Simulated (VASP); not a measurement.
Wanted: the native input for a VASP 6.6.1 run.

```yaml
Task: single point
Functional: PBEsol
Potentials_or_basis: VASP PAW PBE potentials, release 64 (Cs_sv, I)
Cutoff: 520 eV
k_mesh: 6 × 6 × 1
Occupations: gaussian, width 0.05 eV
Spin: no spin polarisation
Dipole_correction: yes
Further_INCAR_settings: ALGO = Fast; EDIFF = 1e-07; NBANDS = 28
```

The structure of Cs3I2 lies in POSCAR:

```
Cs3I2
1.0
    4.5033236737      0.0000000000      0.0000000000
    0.0000000000      4.5033236737      0.0000000000
    0.0000000000      0.0000000000     24.0066473473
Cs I
3 2
Direct
    0.0000000000      0.0000000000      0.3124134700
    0.0000000000      0.0000000000      0.5000000000
    0.0000000000      0.0000000000      0.6875865300
    0.5000000000      0.5000000000      0.4062067350
    0.5000000000      0.5000000000      0.5937932650
```

The cell isn't the ideal one: (1 0 0) slab cut from the bulk.

The input as run:

INCAR

```
SYSTEM = Cs3I2
PREC = Accurate ; ENCUT = 520
EDIFF = 1E-7 ; ISMEAR = 0
SIGMA = 0.05 ; LREAL = .False.
LASPH = .True. ; NELM = 100
ALGO = Fast ; ISIF = 2
LWAVE = .False. ; LCHARG = .False.
LDIPOL = .True. ; IDIPOL = 3
DIPOL = 0.5 0.5 0.500 ; GGA = PS
NBANDS = 28
```

KPOINTS

```
Automatic mesh
0
Gamma
  6 6 1
  0 0 0
```

Potentials or basis: VASP PAW PBE potentials, release 64 (Cs_sv, I).

Command:

```bash
$ cat potpaw_PBE.64/Cs_sv/POTCAR potpaw_PBE.64/I/POTCAR > POTCAR
$ mpirun -np 1 vasp_std > vasp.out
```

It gave:

- Largest force: 0.064 eV/Å
- Band gap on the k mesh: none (metal or under the smearing width)

Caveat: the PAW data sets were made with another functional, which shifts forces and pressure a little; an odd number of electrons without spin polarisation forces a metal; a magnetic or distorted state may lie lower.

Run time: 2.9 min on 1 thread of Intel(R) Xeon(R) 6975P-C (Granite Rapids), on a shared host, peak memory 0.58 GiB.
